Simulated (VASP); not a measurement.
# LiF (Fm-3m) in VASP: single point with PBE0

Aim: the single point of LiF with PBE0.

All numbers are computed with VASP 6.6.1; they aren't measurements. Logs are shortened: lines on timing, memory, paths and dates and some standing lists are left out, and cuts for length are marked.

### Step 1. Starting point

It takes space group Fm-3m (No. 225, cubic). Conventional cell: a = 3.997 Å, b = 3.997 Å, c = 3.997 Å, α = 90.00°, β = 90.00°, γ = 90.00°. Around Li (site symmetry m-3m) lie 6 F at 2.00 Å. Around F (site symmetry m-3m) lie 6 Li at 2.00 Å.

The cell is a database's computed one.

### Step 2. Single point, PBE0

Input file POSCAR:

```
LiF
1.0
    0.0000000000      1.9983100000      1.9983100000
    1.9983100000      0.0000000000      1.9983100000
    1.9983100000      1.9983100000      0.0000000000
Li F
1 1
Direct
    0.0000000000      0.0000000000      0.0000000000
    0.5000000000      0.5000000000      0.5000000000
```

Input file INCAR.step1:

```
ALGO     = Normal         # electronic algorithm
EDIFF    = 1E-5           # SCF threshold, eV
ENCUT    = 520            # plane-wave cutoff, eV
GGA      = PE             # functional
ISIF     = 2              # what is computed and relaxed
ISMEAR   = 0              # smearing method
LASPH    = T              # aspherical terms in the spheres
LCHARG   = F              # write CHGCAR
LREAL    = F              # projectors in reciprocal space
LWAVE    = T              # write WAVECAR
NBANDS   = 12             # bands
NELM     = 100            # most SCF steps
PREC     = Accurate       # precision mode
SIGMA    = 0.02           # smearing width, eV
```

Input file INCAR.step2:

```
AEXX     = 0.25           # exact-exchange fraction
ALGO     = Normal         # electronic algorithm
EDIFF    = 1E-6           # SCF threshold, eV
ENCUT    = 520            # plane-wave cutoff, eV
GGA      = PE             # functional
HFRCUT   = -1           
ISIF     = 2              # what is computed and relaxed
ISMEAR   = 0              # smearing method
ISTART   = 1            
LASPH    = T              # aspherical terms in the spheres
LCHARG   = F              # write CHGCAR
LHFCALC  = T              # exact exchange
LREAL    = F              # projectors in reciprocal space
LWAVE    = F              # write WAVECAR
NBANDS   = 12             # bands
NELM     = 100            # most SCF steps
PREC     = Accurate       # precision mode
PRECFOCK = Fast         
SIGMA    = 0.02           # smearing width, eV
```

Input file KPOINTS:

```
k-points
0
Gamma
  8 8 8
```

Potentials or basis: VASP PAW PBE potentials, release 64 (Li_sv, F).

Command:

```bash
$ cat potpaw_PBE.64/Li_sv/POTCAR potpaw_PBE.64/F/POTCAR > POTCAR
$ cp INCAR.step1 INCAR
$ mpirun -np 1 vasp_std > vasp.out
$ cp INCAR.step2 INCAR
$ mpirun -np 1 vasp_std > vasp.out
```

OUTCAR:

```text
AEXX = 0.25
   EDIFF = 1E-6
   ENCUT = 520
   GGA = PE
   ISIF = 2
   ISMEAR = 0
   ISTART = 1
   LASPH = T
   LHFCALC = T
   LREAL = F
   NELM = 100
   PREC = Accurate
   PRECFOCK = Fast

 ion  position               nearest neighbor table
   1  0.000  0.000  0.000-   2 2.00   2 2.00   2 2.00   2 2.00   2 2.00   2 2.00
   2  0.500  0.500  0.500-   1 2.00   1 2.00   1 2.00   1 2.00   1 2.00   1 2.00

  LATTYP: Found a face centered cubic cell.
 ALAT       =     3.9966200000

  Lattice vectors:

 A1 = (   0.0000000000,   1.9983100000,   1.9983100000)
 A2 = (   1.9983100000,   0.0000000000,   1.9983100000)
 A3 = (   1.9983100000,   1.9983100000,   0.0000000000)

Analysis of symmetry for initial positions (statically):
=====================================================================
 Subroutine PRICEL returns:
 Original cell was already a primitive cell.

 Routine SETGRP: Setting up the symmetry group for a
 face centered cubic supercell.

 Subroutine GETGRP returns: Found 48 space group operations
 (whereof 48 operations were pure point group operations)
 out of a pool of 48 trial point group operations.

The static configuration has the point symmetry O_h .

Analysis of symmetry for dynamics (positions and initial velocities):
=====================================================================
 Subroutine PRICEL returns:
 Original cell was already a primitive cell.

 Routine SETGRP: Setting up the symmetry group for a
 face centered cubic supercell.

 Subroutine GETGRP returns: Found 48 space group operations
 (whereof 48 operations were pure point group operations)
 out of a pool of 48 trial point group operations.

The dynamic configuration has the point symmetry O_h .

 Subroutine INISYM returns: Found 48 space group operations
 (whereof 48 operations are pure point group operations),
 and found     1 'primitive' translations

----------------------------------------------------------------------------------------

                                     Primitive cell

  volume of cell :      15.9595

  direct lattice vectors                    reciprocal lattice vectors
     0.000000000  1.998310000  1.998310000    -0.250211429  0.250211429  0.250211429
     1.998310000  0.000000000  1.998310000     0.250211429 -0.250211429  0.250211429
     1.998310000  1.998310000  0.000000000     0.250211429  0.250211429 -0.250211429

  length of vectors
     2.826037104  2.826037104  2.826037104     0.433378907  0.433378907  0.433378907

  position of ions in fractional coordinates (direct lattice)
     0.000000000  0.000000000  0.000000000
     0.500000000  0.500000000  0.500000000

  ion indices of the primitive-cell ions
   primitive index   ion index
                 1           1
                 2           2

----------------------------------------------------------------------------------------

 KPOINTS: k-points

Automatic generation of k-mesh.
 Grid dimensions read from file:
 generate k-points for:    8    8    8

 Generating k-lattice:

  Cartesian coordinates                     Fractional coordinates (reciprocal lattice)
    -0.031276429  0.031276429  0.031276429     0.125000000  0.000000000  0.000000000
     0.031276429 -0.031276429  0.031276429     0.000000000  0.125000000  0.000000000
     0.031276429  0.031276429 -0.031276429     0.000000000  0.000000000  0.125000000

  Length of vectors
     0.054172363  0.054172363  0.054172363

  Shift w.r.t. Gamma in fractional coordinates (k-lattice)
     0.000000000  0.000000000  0.000000000

 Subroutine IBZKPT returns following result:
 ===========================================

 Found     29 irreducible k-points:

 Following reciprocal coordinates:
            Coordinates               Weight
  0.000000  0.000000  0.000000      1.000000
  0.125000  0.000000  0.000000      8.000000
  0.250000  0.000000  0.000000      8.000000
  0.375000  0.000000  0.000000      8.000000
  0.500000  0.000000  0.000000      4.000000
  0.125000  0.125000  0.000000      6.000000
[... 16 lines left out ...]
  0.500000  0.250000  0.125000     48.000000
 -0.375000  0.250000  0.125000     24.000000
 [... further k-points ...]
   k-points           NKPTS =     29   k-points in BZ     NKDIM =    512   number of bands    NBANDS=     12
   number of dos      NEDOS =    301   number of ions     NIONS =      2
   total plane-waves  NPLWV =  13824
   dimension x,y,z NGX =    24 NGY =   24 NGZ =   24
   dimension x,y,z NGXF=    48 NGYF=   48 NGZF=   48
   ions per type =               1   1
   NGX,Y,Z   is equivalent  to a cutoff of  14.12, 14.12, 14.12 a.u.
   NGXF,Y,Z  is equivalent  to a cutoff of  28.24, 28.24, 28.24 a.u.
 SYSTEM =  unknown system
   PREC   = accura    normal or accurate (medium, high low for compatibility)
   ISTART =      1    job   : 0-new  1-cont  2-samecut
   ICHARG =      0    charge: 1-file 2-atom 10-const
   ISPIN  =      1    spin polarized calculation?
   LNONCOLLINEAR =      F non collinear calculations
   LSORBIT =      F    spin-orbit coupling
   LASPH  =      T    aspherical Exc in radial PAW
   ENCUT  =  520.0 eV  38.22 Ry    6.18 a.u.   5.25  5.25  5.25*2*pi/ulx,y,z
   NELM   =    100;   NELMIN=  2; NELMDL=  0     # of ELM steps
   EDIFF  = 0.1E-05   stopping-criterion for ELM
   LREAL  =      F    real-space projection
   EDIFFG = 0.1E-04   stopping-criterion for IOM
   NSW    =      0    number of steps for IOM
   IBRION =     -1    ionic relax: 0-MD 1-quasi-New 2-CG
   NFREE  =      0    steps in history (QN), initial steepest desc. (CG)
   ISIF   =      2    stress and relaxation
   ISYM   =      3    0-nonsym 1-usesym 2-fastsym
   POTIM  = 0.5000    time-step for ionic-motion
   TEBEG  =    0.0;   TEEND  =   0.0 temperature during run
   PSTRESS=    0.0 pullay stress
   NELECT =      10.0000    total number of electrons
   NUPDOWN=      -1.0000    fix difference up-down
   EMIN   =  10.00;   EMAX   =-10.00  energy-range for DOS
   EFERMI =   0.00;   METHOD = LEGACY
   ISMEAR =     0;   SIGMA  =   0.02  broadening in eV -4-tet -1-fermi 0-gaus
   EFERMI_NEDOS =   21; number of points for ismear=-14 and -15
   IALGO  =     38    algorithm
   IMIX   =      1    mixing-type and parameters
     AMIX     =   0.40;   BMIX     =  1.00
     AMIX_MAG =   1.60;   BMIX_MAG =  1.00
  volume/ion in A,a.u.               =       7.98        53.85
  Fermi-wavevector in a.u.,A,eV,Ry     =   1.400883  2.647286 26.701082  1.962474
  Thomas-Fermi vector in A             =   2.523800
   LORBIT       =      0    0 simple, 1 ext, 2 COOP (PROOUT), +10 PAW based schemes
   GGA     = PE    functional components
   LHFCALC =     T    Hartree Fock is set to
   PRECFOCK=fast      Normal, Fast or Accurate (Low or Medium for compatibility)
   ENCUT4O =  -1.0   cutoff for four orbital integrals eV
   NKREDX  =     1    reduce k-point grid by
   NKREDY  =     1    reduce k-point grid by
   NKREDZ  =     1    reduce k-point grid by
   AEXX    =    0.2500 exact exchange contribution
   HFSCREEN=    0.0000 screening length (either q_TF or 0.3 A-1)
   HFSCREENC=   0.0000 screening length for correlation (either q_TF or 0.3 A-1)
   ENCUTFOCK=  -1.0 apply spherical cutoff to Coloumb kernel
   IVDW    =     0    specifies the selected vdW correction
   LEPSILON=     F    determine dielectric tensor
   LRPA    =     F    only Hartree local field effects (RPA)
 non-spin polarized calculation
 Gauss-broadening in eV      SIGMA  =   0.02
  energy-cutoff  :      520.00
  volume of cell :       15.96
 maximum number of plane-waves:       445
 NGX is ok and might be reduce to    24
  NGX = 14; NGY = 14; NGZ = 14

 number of electron       9.9999996 magnetization

 Free energy of the ion-electron system (eV)
  ---------------------------------------------------
  ext. energy  EPLUGINS =         0.00000000
  ---------------------------------------------------
  free energy    TOTEN  =       -11.90986578 eV

  energy without entropy =      -11.90986578  energy(sigma->0) =      -11.90986578

 E-fermi :  -2.8704     XC(G=0):  -7.8853

 val. band max:       -3.0129431890   @ k =   0.0000   0.0000   0.0000
 cond. band min:       9.3620813828   @ k =   0.0000   0.0000   0.0000
 fundamental gap:     12.3750245718
 Fermi energy:        -2.8703620639

 k-point     1 :       0.0000    0.0000    0.0000
  band No.  band energies     occupation
      1     -45.9362      2.00000
      2     -24.6626      2.00000
      3      -3.0129      2.00000
      4      -3.0129      2.00000
      5      -3.0129      2.00000
      6       9.3621      0.00000
      7      24.7206      0.00000
      8      24.7206      0.00000
      9      24.7206      0.00000
     10      24.8398      0.00000
     11      24.8398      0.00000
     12      24.8398      0.00000

 k-point     2 :       0.1250    0.0000    0.0000
  band No.  band energies     occupation
      1     -45.9266      2.00000
      2     -24.5976      2.00000
      3      -3.4802      2.00000
      4      -3.0525      2.00000
      5      -3.0525      2.00000
      6       9.8164      0.00000
      7      21.0852      0.00000
      8      22.9557      0.00000
      9      22.9557      0.00000
     10      26.2607      0.00000
     11      26.2778      0.00000
     12      26.2778      0.00000

 k-point     3 :       0.2500    0.0000    0.0000
  band No.  band energies     occupation
      1     -45.9031      2.00000
      2     -24.4336      2.00000
      3      -4.4983      2.00000
      4      -3.1451      2.00000
      5      -3.1451      2.00000
      6      10.6513      0.00000
      7      18.4451      0.00000
      8      21.0970      0.00000
      9      21.0970      0.00000
     10      27.7215      0.00000
     11      28.2041      0.00000
     12      28.2041      0.00000
[... 286 lines left out ...]
 k-point    23 :       0.5000    0.2500    0.1250
  band No.  band energies     occupation
      1     -45.8680      2.00000
      2     -24.1261      2.00000
      3      -5.3180      2.00000
      4      -4.2218      2.00000
      5      -3.4699      2.00000
      6      12.6581      0.00000
      7      16.4262      0.00000
      8      19.6305      0.00000
      9      20.1820      0.00000
     10      26.3742      0.00000
     11      31.2193      0.00000
     12      33.8602      0.00000

 k-point    24 :      -0.3750    0.2500    0.1250
  band No.  band energies     occupation
      1     -45.8605      2.00000
      2     -24.0582      2.00000
      3      -5.5525      2.00000
      4      -4.3415      2.00000
      5      -3.5460      2.00000
      6      12.8357      0.00000
      7      16.2814      0.00000
      8      19.5187      0.00000
      9      19.8465      0.00000
     10      28.3465      0.00000
     11      29.4885      0.00000
     12      35.2489      0.00000

 [... further k-points ...]

------------------------ aborting loop because EDIFF is reached ----------------------------------------

  FORCE on cell =-STRESS in cart. coord.  units (eV):
  Direction    XX          YY          ZZ          XY          YZ          ZX
  --------------------------------------------------------------------------------------
  -------------------------------------------------------------------------------------
  Total        0.0533165      0.0533165      0.0533165      0.0000000      0.0000000     -0.0000000
  in kB        5.3524613      5.3524613      5.3524613      0.0000000      0.0000000     -0.0000000
  external PRESSURE =       5.3524613 kB  Pullay stress =       0.0000000 kB

 VOLUME and BASIS-vectors are now :
 -----------------------------------------------------------------------------
  energy-cutoff  :      520.00
  volume of cell :       15.96
      direct lattice vectors                 reciprocal lattice vectors
     0.000000000  1.998310000  1.998310000    -0.250211429  0.250211429  0.250211429
     1.998310000  0.000000000  1.998310000     0.250211429 -0.250211429  0.250211429
     1.998310000  1.998310000  0.000000000     0.250211429  0.250211429 -0.250211429

 POSITION                                       TOTAL-FORCE (eV/Angst)
 -----------------------------------------------------------------------------------
      0.00000      0.00000      0.00000         0.000000      0.000000      0.000000
      1.99831      1.99831      1.99831        -0.000000     -0.000000     -0.000000
 -----------------------------------------------------------------------------------
    total drift:                                0.000000      0.000000      0.000000

  FREE ENERGIE OF THE ION-ELECTRON SYSTEM (eV)
  ---------------------------------------------------
  free  energy   TOTEN  =       -11.9098657779 eV

  energy  without entropy=      -11.9098657779  energy(sigma->0) =      -11.90986578
```

Run time: 5.8 min. Hardware: 1 thread of Intel Xeon Platinum 8488C (Sapphire Rapids), shared host; peak memory 0.15 GiB.

Results:

```yaml
Free_energy: -11.9099 eV
Band_gap_on_the_k_mesh: 12.38 eV, direct
```

Caveat: the cutoff is under 1.25 times the usual one of these potentials, so pressure, stress and relaxed cells hold a basis-set (Pulay) error; the PAW data sets were made with another functional, which shifts forces and pressure a little. A k mesh can miss the band edges.
